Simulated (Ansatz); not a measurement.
# HgTe (Coloradoite) (F-43m) in Ansatz: further runs

The runs below take HgTe (Coloradoite) through relaxation of cell and atoms, single point, with r2SCAN+rVV10, PBE.

All numbers are computed with Ansatz 0.2.0; they aren't measurements. Logs are shortened: lines on timing, memory, paths and dates and some standing lists are left out, and cuts for length are marked.

### 1 Starting point

The structure is cubic, space group F-43m (No. 216). Conventional cell: a = 6.429 Å, b = 6.429 Å, c = 6.429 Å, α = 90.00°, β = 90.00°, γ = 90.00°. Around Hg (site symmetry -43m) lie 4 Te at 2.78 Å. Te (site symmetry -43m) has 4 Hg at 2.78 Å as nearest neighbours.

### 2 Relaxation of cell and atoms, r2SCAN+rVV10

Input file input.yaml:

```yaml
crystal:
  lattice:
    - [0.0, 3.2145, 3.2145]
    - [3.2145, 0.0, 3.2145]
    - [3.2145, 3.2145, 0.0]
  atoms:
    - { symbol: Hg, position: [0.0, 0.0, 0.0] }
    - { symbol: Te, position: [0.75, 0.75, 0.75] }
hamiltonian:
  xc: r2scan
  pseudopotentials: { kind: paw }
  dispersion: rvv10
kpoints:
  mp_grid: { grid: [7, 7, 7] }
scf:
  occupations: { method: fermi_dirac, width: 0.05 }
output:
  forces: true
  stress: true
relax:
  f_tol: 0.01
  max_steps: 40
  cell: { stress_tol: 0.05 }
```

Potentials or basis: Ansatz PAW.

Command:

```bash
> ansatz run input.yaml --threads 2 --pin off --max-ram 5120MiB --backend cpu --events-out ev --progress --plain --runs-dir out
```

What it wrote:

```text
Warning: RAYON_NUM_THREADS=2 ignored (pool sized by the plan → 2); use --threads N
Engine: ansatz 0.2.0, x86_64-unknown-linux-gnu
Pseudopotentials: kind: paw
Pseudopotential: Hg, paw, valence charge 20, recommended cutoff 500 eV (meta_gga), Hg.paw.azcp
Pseudopotential: Te, paw, valence charge 16, recommended cutoff 500 eV (meta_gga), Te.paw.azcp
Functional definition: r2SCAN+rVV10
  parameter k0 = 0.174
  parameter k1 = 0.065
  parameter a1 = 4.9479
  exchange = r2scan_x(k0 = k0, k1 = k1, a1 = a1)
  correlation = r2scan_c + rvv10(11.95, 0.0093)
Crystal: 2 atoms, lattice volume = 66.431 Å³
Basis set: ecut = 500 eV, 1687 PW (Γ), exchange–correlation on 160×160×160 points (64 copies of the dense FFT grid, shifted against one another)
Bands: 22, of which v1, the nominal top of the filled ones, is band 18 counted from 1 (17 counted from 0)
Symmetry: 24 space group operations
Space group: F-43m (ITA 216), of the structure as read, at distance tolerance 4.1e-5 Å
k-points: 20 of 343 (time reversal used)
Non-local potential: Hg, projectors of the file, l = 0: 3, l = 1: 2, l = 2: 2, l = 3: 1
Non-local potential: Te, projectors of the file, l = 0: 2, l = 1: 2, l = 2: 2, l = 3: 2
PAW form: soft (Blöchl's): semilocal exchange-correlation on the pseudo side does not see the compensation charge
rVV10 density: all electrons in the spheres
PAW frozen core: Hg, regenerated for the run's functional (the file was generated under x = pbe(κ = 0.804, μ = 0.2195149727645171), c = pbe(β = 0.06672455060314922))
PAW frozen core: Te, regenerated for the run's functional (the file was generated under x = pbe(κ = 0.804, μ = 0.2195149727645171), c = pbe(β = 0.06672455060314922))
PAW one-centre angular grid: Hg, 590 points (default); XC on 160 Gauss nodes
PAW one-centre angular grid: Te, 590 points (default); XC on 160 Gauss nodes
Initial density: superposition of atomic densities (neutral atoms: chi_scale 0, normalization atom), corrected by the library's trained network
Initial wavefunctions: pseudopotential atomic-orbital guess
Functional: x = r2scan, c = r2scan + rvv10(b = 11.95, C = 0.0093); τ floored in thin density (d = 2e-4 eV/Å³)
SCF iter   1: F=—  HF=-20817.738734 eV  |F-HF|=—  |Δ(HF+E_count)|=         —  Δρ=5.79e-3  dr2=1.91e-2  dr2_τ=1.66e-2  ethr=1.77e-3  ⟨swp⟩=6.0  Hψ=2108  notcnv=0
preconditioner: auto → none  [insulator: Δε(μ)=0.909 eV  Ē_g=11.259 eV  σ=0.050 eV  W_gap=0.69  n_scr=14 (ndim 8)  ℏωp=19.3 eV  f_vac=0.181  D(μ)=0.08/eV (n_scr^D=0)  ε∞_Penn≈3.9]
SCF iter   2: F=—  HF=-20817.745021 eV  |F-HF|=—  |Δ(HF+E_count)|=   6.29e-3  Δρ=2.83e-3  dr2=2.89e-3  dr2_τ=1.13e-3  ethr=5.29e-5  ⟨swp⟩=2.6  Hψ=943  notcnv=0
SCF iter   3: F=—  HF=-20817.745067 eV  |F-HF|=—  |Δ(HF+E_count)|=   4.53e-5  Δρ=1.49e-3  dr2=4.28e-4  dr2_τ=9.60e-5  ethr=8.02e-6  ⟨swp⟩=2.0  Hψ=603  notcnv=0
SCF iter   4: F=—  HF=-20817.745425 eV  |F-HF|=—  |Δ(HF+E_count)|=   3.58e-4  Δρ=2.76e-4  dr2=2.29e-5  dr2_τ=6.40e-6  ethr=1.19e-6  ⟨swp⟩=2.2  Hψ=660  notcnv=0
SCF iter   5: F=—  HF=-20817.745426 eV  |F-HF|=—  |Δ(HF+E_count)|=   1.59e-6  Δρ=3.55e-5  dr2=3.68e-7  dr2_τ=4.04e-8  ethr=6.36e-8  ⟨swp⟩=2.0  Hψ=718  notcnv=0
SCF iter   6: F=-20817.745427 eV  HF=-20817.745427 eV  |F-HF|=1.32e-8  |Δ(HF+E_count)|=   4.53e-7  Δρ=7.20e-6  dr2=1.17e-8  dr2_τ=3.33e-9  ethr=2.78e-10  ⟨swp⟩=5.2  Hψ=1750  notcnv=0
SCF 1 converged in 6 iterations: F = -20817.745427 eV  dr2 = 1.17e-8
relax step   1: F+E_penalty+E_count = -20817.74542671 eV  Δ(F+E_penalty+E_count) = +0.000e0 eV  max|allowed force component| = 9.946e-17 eV/Å  Δτ_max = 0.0000 Å  P = +2.211 GPa  Ω = 66.431 Å³  (6 SCF iters, dr2 threshold 1.00e-7 eV, accepted)
Crystal: 2 atoms, lattice volume = 71.740 Å³
Basis set: ecut = 500 eV, 1837 PW (Γ), exchange–correlation on 160×160×160 points (64 copies of the dense FFT grid, shifted against one another)
rVV10 density: all electrons in the spheres
Initial density: handed on by an earlier stage of this run
Initial wavefunctions: those handed on with the density
iter 1 solved again at ethr=2.43e-5 eV; its pass at ethr=3.10e-3 eV (dr2=8.74e-3 eV) is discarded
SCF iter   1: F=—  HF=-20817.516970 eV  |F-HF|=—  |Δ(HF+E_count)|=         —  Δρ=4.20e-3  dr2=1.06e-2  dr2_τ=2.03e-1  ethr=2.43e-5  ⟨swp⟩=2.0  Hψ=2535  notcnv=0
automatic band count: iteration 1 solves 21 bands in place of 22: the levels show a gap, and the empty bands left out lie too high to hold charge; the band table lists the bands solved (type scf.n_extra_bands for more)
preconditioner: auto → none  [insulator: Δε(μ)=0.938 eV  Ē_g=10.145 eV  σ=0.050 eV  W_gap=0.72  n_scr=14 (ndim 8)  ℏωp=18.6 eV  f_vac=0.196  D(μ)=0.09/eV (n_scr^D=0)  ε∞_Penn≈4.4]
SCF iter   2: F=—  HF=-20817.756557 eV  |F-HF|=—  |Δ(HF+E_count)|=   2.40e-1  Δρ=2.42e-3  dr2=4.01e-3  dr2_τ=2.91e-4  ethr=2.43e-5  ⟨swp⟩=3.0  Hψ=923  notcnv=0
SCF iter   3: F=—  HF=-20817.755521 eV  |F-HF|=—  |Δ(HF+E_count)|=   1.04e-3  Δρ=1.14e-3  dr2=8.73e-4  dr2_τ=2.76e-5  ethr=1.11e-5  ⟨swp⟩=2.4  Hψ=770  notcnv=0
SCF iter   4: F=—  HF=-20817.755593 eV  |F-HF|=—  |Δ(HF+E_count)|=   7.20e-5  Δρ=4.04e-4  dr2=2.35e-4  dr2_τ=1.25e-5  ethr=2.42e-6  ⟨swp⟩=2.0  Hψ=761  notcnv=0
SCF iter   5: F=—  HF=-20817.755521 eV  |F-HF|=—  |Δ(HF+E_count)|=   7.17e-5  Δρ=1.42e-4  dr2=1.13e-5  dr2_τ=8.87e-7  ethr=6.52e-7  ⟨swp⟩=2.1  Hψ=523  notcnv=0
[... 21 lines left out ...]
rVV10 density: all electrons in the spheres
iter 1 solved again at ethr=1.24e-8 eV; its pass at ethr=3.10e-3 eV (dr2=4.45e-6 eV) is discarded
SCF iter   1: F=—  HF=-20817.764697 eV  |F-HF|=—  |Δ(HF+E_count)|=         —  Δρ=1.53e-4  dr2=1.38e-5  dr2_τ=3.05e-4  ethr=1.24e-8  ⟨swp⟩=3.0  Hψ=2491  notcnv=0
automatic band count: iteration 1 solves 21 bands in place of 22: the levels show a gap, and the empty bands left out lie too high to hold charge; the band table lists the bands solved (type scf.n_extra_bands for more)
eigensolver tolerance schedule calibrated: the retry pair's looser diagonalisation under-reported the residual by θ = 0.68 (0.13/decade); ethr = c·dr2/N_el runs at the constant in force after the calibration composes with the one it found (an armed cap, an earlier calibration), c = 6.4e-2
preconditioner: auto → none  [insulator: Δε(μ)=0.896 eV  Ē_g=10.304 eV  σ=0.050 eV  W_gap=0.70  n_scr=14 (ndim 8)  ℏωp=18.9 eV  f_vac=0.187  D(μ)=0.09/eV (n_scr^D=0)  ε∞_Penn≈4.4]
SCF iter   2: F=—  HF=-20817.765082 eV  |F-HF|=—  |Δ(HF+E_count)|=   3.85e-4  Δρ=7.96e-5  dr2=4.35e-6  dr2_τ=2.81e-7  ethr=1.24e-8  ⟨swp⟩=3.0  Hψ=875  notcnv=0
SCF iter   3: F=—  HF=-20817.765081 eV  |F-HF|=—  |Δ(HF+E_count)|=   9.38e-7  Δρ=3.78e-5  dr2=9.25e-7  dr2_τ=3.76e-8  ethr=7.67e-9  ⟨swp⟩=2.0  Hψ=586  notcnv=0
SCF iter   4: F=—  HF=-20817.765081 eV  |F-HF|=—  |Δ(HF+E_count)|=   1.92e-7  Δρ=1.12e-5  dr2=1.77e-7  dr2_τ=1.35e-8  ethr=1.63e-9  ⟨swp⟩=2.0  Hψ=781  notcnv=0
SCF iter   5: F=-20817.765081 eV  HF=-20817.765081 eV  |F-HF|=2.61e-9  |Δ(HF+E_count)|=   4.78e-8  Δρ=4.43e-6  dr2=9.66e-9  dr2_τ=1.07e-9  ethr=6.68e-11  ⟨swp⟩=3.1  Hψ=1755  notcnv=0
SCF 4 converged in 5 iterations: F = -20817.765081 eV  dr2 = 9.66e-9
relax step   4: F+E_penalty+E_count = -20817.76508137 eV  Δ(F+E_penalty+E_count) = -1.204e-4 eV  max|allowed force component| = 3.180e-17 eV/Å  Δτ_max = 0.0000 Å  P = +0.008 GPa  Ω = 69.500 Å³  energy of the carried Pulay correction = -6.635e-4 eV  (5 SCF iters, dr2 threshold 3.78e-8 eV, accepted)
rVV10 density: all electrons in the spheres
Initial wavefunctions: pseudopotential atomic-orbital guess (no wavefunctions were taken with the density)
iter 1 solved again at ethr=8.97e-8 eV; its pass at ethr=3.10e-3 eV (dr2=3.23e-5 eV) is discarded
SCF iter   1: F=—  HF=-20817.765766 eV  |F-HF|=—  |Δ(HF+E_count)|=         —  Δρ=1.11e-4  dr2=7.55e-7  dr2_τ=5.54e-6  ethr=8.97e-8  ⟨swp⟩=4.0  Hψ=3336  notcnv=0
preconditioner: auto → none  [insulator: Δε(μ)=0.900 eV  Ē_g=10.966 eV  σ=0.050 eV  W_gap=0.70  n_scr=14 (ndim 8)  ℏωp=18.9 eV  f_vac=0.187  D(μ)=0.09/eV (n_scr^D=0)  ε∞_Penn≈4.0]
SCF iter   2: F=—  HF=-20817.765816 eV  |F-HF|=—  |Δ(HF+E_count)|=   4.95e-5  Δρ=5.39e-5  dr2=1.54e-7  dr2_τ=8.78e-7  ethr=2.10e-9  ⟨swp⟩=2.1  Hψ=776  notcnv=0
SCF iter   3: F=—  HF=-20817.765812 eV  |F-HF|=—  |Δ(HF+E_count)|=   3.68e-6  Δρ=8.92e-6  dr2=2.95e-8  dr2_τ=2.05e-8  ethr=4.28e-10  ⟨swp⟩=2.0  Hψ=620  notcnv=0
SCF iter   4: F=—  HF=-20817.765812 eV  |F-HF|=—  |Δ(HF+E_count)|=   4.88e-8  Δρ=2.06e-6  dr2=4.45e-10  dr2_τ=9.59e-10  ethr=8.20e-11  ⟨swp⟩=2.0  Hψ=772  notcnv=0
SCF iter   5: F=—  HF=-20817.765812 eV  |F-HF|=—  |Δ(HF+E_count)|=   1.34e-9  Δρ=4.00e-7  dr2=4.33e-11  dr2_τ=1.72e-11  ethr=1.24e-12  ⟨swp⟩=2.0  Hψ=801  notcnv=0
SCF iter   6: F=-20817.765812 eV  HF=-20817.765812 eV  |F-HF|=0.00e0  |Δ(HF+E_count)|=  2.91e-11  Δρ=4.71e-8  dr2=7.40e-13  dr2_τ=4.75e-13  ethr=1.00e-12  ⟨swp⟩=6.5  Hψ=1954  notcnv=0
SCF 5 converged in 6 iterations: F = -20817.765812 eV  dr2 = 7.40e-13
relax step   5: F+E_penalty+E_count = -20817.76581213 eV  Δ(F+E_penalty+E_count) = -7.308e-4 eV  max|allowed force component| = 2.255e-17 eV/Å  Δτ_max = 0.0000 Å  P = +0.017 GPa  Ω = 69.500 Å³  stress off target by 1.66e-2 GPa  SCF on the basis re-selected at this cell (its energy is not comparable with the rows above)  (6 SCF iters)
basis re-selected at this cell: Δ(F+E_penalty+E_count) = -7.308e-4 eV, ΔP = +0.008 GPa vs the last step (what re-selecting the basis moved, of the pressure what is left beyond the Pulay correction that the steps carried, after the strain that the cell walked since its last selection, with what the two solves' SCF thresholds leave and, on support functions, any second-order correction that the steps lacked; it is no measure of the basis error at this ecutwfc). This SCF's stress stands 1.66e-2 GPa from its target on what of the cell is left free (relax.cell.stress_tol is 5.00e-2 GPa) and its largest allowed force component is 2.26e-17 eV/Å (relax.f_tol is 1.00e-2 eV/Å): within both
SCF converged after 6 iterations
Free energy (F): -20817.765812 eV
Harris-Foulkes:  -20817.765812 eV  (|F-HF|=0.00e0)
Internal energy: -20817.765090 eV  (E = F + TS)
E sigma→0 (E₀):  -20817.765451 eV
Entropy (-TS):   -0.000722 eV (-0.361 meV/atom)
Fermi energy:    8.061020 eV
--- Per-component energies (eV) ---
  E_band       = -820.097496
  E_kinetic    = 782.823565
  E_local      = -4868.019972  (includes V_loc(G=0)·N_el)
  E_nonlocal   = -236.149849
  E_hartree    = 2362.796723
  E_xc         = -317.348879
  E_vxc        = -399.888361  (∫ρ·V_xc dr)
  E_paw        = -14657.853631  (= ΣΔE_a)
  E_vpaw       = -851.458580  (= ΣTr[D̂ρ^β])
  E_aug_tail   = 0.000358  (compensation charges beyond the density's cutoff)
  E_vtau       = 27.001867  (kinetic-family band-sum trace: ∫τ·v_τ [+ j·A + Jᵃ·Aᵃ] dr)
  E_ewald      = -3884.149333
  E_core_change = 0.135928  (= ΣΔE_core)
  E_smearing   = -0.000722  (= −TS)
  E_closure    = -0.000000  (closes the sum)
  Σ components = -20817.765812   (vs F -20817.765812, Δ=0.00e0)
--- Forces (eV/Å), atoms counted from 1 ---
  atom   1  Hg    -0.00000000     0.00000000     0.00000000
  atom   2  Te     0.00000000    -0.00000000    -0.00000000
  max |Σ_I F_I| component: 3.82e-17 eV/Å
--- Stress (GPa, compression-positive) ---
        0.016593       0.000000       0.000000
       -0.000000       0.016593       0.000000
        0.000000       0.000000       0.016593
  P = ⅓ Tr σ = 0.0166 GPa (0.166 kbar)
--- Relaxed structure (4 steps of the walk, 4 accepted, 1 SCFs on fresh bases) ---
  F+E_penalty+E_count = -20817.76581213 eV   max|allowed force component| = 2.255e-17 eV/Å   (the final SCF, on the basis selected at the relaxed cell)
  cell:  # Å, volume = 69.4995 Å³
    - [3.019007929490637e-33, 3.2632521571698248, 3.2632521571698248]
    - [3.2632521571698248, 1.0139790345462223e-32, 3.2632521571698248]
    - [3.2632521571698248, 3.2632521571698248, 6.483860911859639e-33]
  atoms:
    - { symbol: Hg, position: [6.964982300047167e-34, -4.069147365260532e-34, -1.3905000505828932e-33] }
    - { symbol: Te, position: [0.75, 0.75, 0.75] }
```

Wall time 32 s (2 threads of Intel Xeon at 2.60GHz (Ice Lake), shared host); peak memory 0.72 GiB.

What came out:

```
Free energy                            : -20817.7658 eV
Relaxed volume                         : 34.75 Å³/atom
Relaxed cell                           : a = 4.615 Å, b = 4.615 Å, c = 4.615 Å, α = 60.00°, β = 60.00°, γ = 60.00°
Space group after relaxing (to 0.05 Å) : F-43m (No. 216)
Energy gained by relaxing              : 10.2 meV/atom
Ionic steps                            : 5
Pressure after relaxing                : 0.0 GPa
```

Step by step:
| step | energy change (eV) | largest force (eV/Å) | volume (Å³) |
| --- | --- | --- | --- |
| 1 | 0.0000 | 0.0000 | 66.43 |
| 2 | -0.0101 | 0.0000 | 71.74 |
| 3 | -0.0195 | 0.0000 | 69.71 |
| 4 | -0.0197 | 0.0000 | 69.50 |
| 5 | -0.0204 | 0.0000 | 69.50 |

Final structure:
```
CELL_PARAMETERS angstrom
0.00000 3.26325 3.26325
3.26325 0.00000 3.26325
3.26325 3.26325 0.00000
ATOMIC_POSITIONS crystal
Hg 0.00000 0.00000 0.00000
Te 0.75000 0.75000 0.75000
```

Caveat: the plane-wave basis is chosen anew once the cell has moved, so the energies of steps on either side of that aren't comparable; the PAW data sets come from PBE, with cores solved anew for the run's functional, which leaves a small shift of forces and pressure. Zero-point motion and thermal expansion aren't in these numbers.

### 3 Single point, PBE

Input file input.yaml:

```yaml
crystal:
  lattice:
    - [0.0, 3.2145, 3.2145]
    - [3.2145, 0.0, 3.2145]
    - [3.2145, 3.2145, 0.0]
  atoms:
    - { symbol: Hg, position: [0.0, 0.0, 0.0] }
    - { symbol: Te, position: [0.75, 0.75, 0.75] }
hamiltonian:
  xc: pbe
  pseudopotentials: { kind: paw }
kpoints:
  mp_grid: { grid: [7, 7, 7] }
scf:
  occupations: { method: fermi_dirac, width: 0.05 }
basis:
  ecutwfc: "350 eV"
output:
  forces: true
  stress: true
  eigenvalues: true
  write_density: true
  write_potential: true
  elf: true
  volumetric_format: npy
```

Potentials or basis: Ansatz PAW.

Command:

```bash
> ansatz run input.yaml --threads 2 --pin off --max-ram 5120MiB --backend cpu --events-out ev --progress --plain --runs-dir out
```

Wall time 1.4 s (2 threads of Intel Xeon at 2.60GHz (Ice Lake), shared host); peak memory 0.37 GiB.

It converged, with:

- Free energy: -20793.6463 eV
- Pressure: 4.6 GPa
- Band gap on the k mesh: none (metal or under the smearing width)

Levels at points of the mesh, in eV from the Fermi level:
```tsv
k point	band 16	band 17	band 18	band 19	band 20	band 21
(0.00, 0.00, 0.00)	-0.72	-0.04	-0.04	-0.04	4.18	4.18
```

Caveat: the cutoff lies under the one recommended for these potentials. Spin-orbit coupling is left out, which matters for the levels of Hg, Te.

### 4 Single point, PBE

Edit input.yaml of step 3 so:

```diff
@@ -12,7 +12,5 @@
 kpoints:
-  mp_grid: { grid: [7, 7, 7] }
+  mp_grid: { grid: [13, 13, 13] }
 scf:
   occupations: { method: fermi_dirac, width: 0.05 }
-basis:
-  ecutwfc: "350 eV"
 output:
@@ -21,5 +19 @@
   eigenvalues: true
-  write_density: true
-  write_potential: true
-  elf: true
-  volumetric_format: npy
```

Command:

```bash
> ansatz run input.yaml --threads 2 --pin off --max-ram 5120MiB --backend cpu --events-out ev --progress --plain --runs-dir out
```

Wall time 4.1 s (2 threads of Intel Xeon at 2.60GHz (Ice Lake), shared host); peak memory 0.5 GiB.

The run converged. Its results:

| Quantity | Value |
| --- | --- |
| Free energy | -20793.6594 eV |
| Pressure | 4.5 GPa |
| Band gap on the k mesh | none (metal or under the smearing width) |

Levels at points of the mesh, in eV from the Fermi level:
| k point | band 16 | band 17 | band 18 | band 19 | band 20 | band 21 |
| --- | --- | --- | --- | --- | --- | --- |
| (0.00, 0.00, 0.00) | -0.79 | -0.11 | -0.11 | -0.11 | 4.11 | 4.11 |

Spin-orbit coupling is left out, which matters for the levels of Hg, Te.

### 5 Overview

```tsv
task	level	cell	k mesh	cutoff (eV)	gap on the mesh (eV)	pressure (GPa)
relaxation of cell and atoms	r2SCAN+rVV10	relaxed	7 × 7 × 7	500	-	0.0
single point	PBE	as given	7 × 7 × 7	350	none	4.6
single point	PBE	as given	13 × 13 × 13	420	none	4.5
```

Alike in all rows: potentials or basis Ansatz PAW; no spin polarisation; smearing fermi-dirac 0.05 eV.

Caveats: the plane-wave basis is chosen anew once the cell has moved, so the energies of steps on either side of that aren't comparable (some runs); the PAW data sets come from PBE, with cores solved anew for the run's functional, which leaves a small shift of forces and pressure (some runs); the cutoff lies under the one recommended for these potentials (some runs).

Total energies depend on the potentials used, so only differences within one code and one set of settings carry meaning.
